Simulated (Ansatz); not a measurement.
**Calculated electrostatic potentials at the Se nuclei for Mo3Se4 under strain**

Cell: a COD entry, relaxed with PBE at fixed cell and then changed (z compressed by 2 %, ions relaxed).

```
Mo Se
1.0
     4.77250    2.75540    3.66194
    -4.77250    2.75540    3.66194
     0.00000   -5.51081    3.66194
Mo Se
6 8
Direct
  0.22079 0.41348 0.54322
  0.54322 0.22079 0.41348
  0.41348 0.54322 0.22079
  0.77921 0.58652 0.45678
  0.45678 0.77921 0.58652
  0.58652 0.45678 0.77921
  0.37581 0.12860 0.74730
  0.74730 0.37581 0.12860
  0.12860 0.74730 0.37581
  0.62419 0.87140 0.25270
  0.25270 0.62419 0.87140
  0.87140 0.25270 0.62419
  0.20773 0.20773 0.20773
  0.79227 0.79227 0.79227
```

Sites (sets of like atoms) are named by element and the number of their first atom in this list.

Computed with Ansatz: DFT, PBE, plane waves and PAW, scalar-relativistic, 420 eV cutoff, Γ-centred 6×6×6 k-points, Fermi–Dirac smearing 0.05 eV.

The potential at a nucleus is that of all electrons and the other nuclei. A higher potential binds the core electrons more strongly, so differences between sites of one element are the initial-state part of core-level shifts.

Problem. Rank the Se sites by the potential at the nucleus, lowest first, and give each against the lowest.
A. atom 7: 4 Mo at 2.53–2.59 Å
B. atom 13: 3 Mo at 2.55 Å

Solution. B (0.00 V), A (0.47 V).
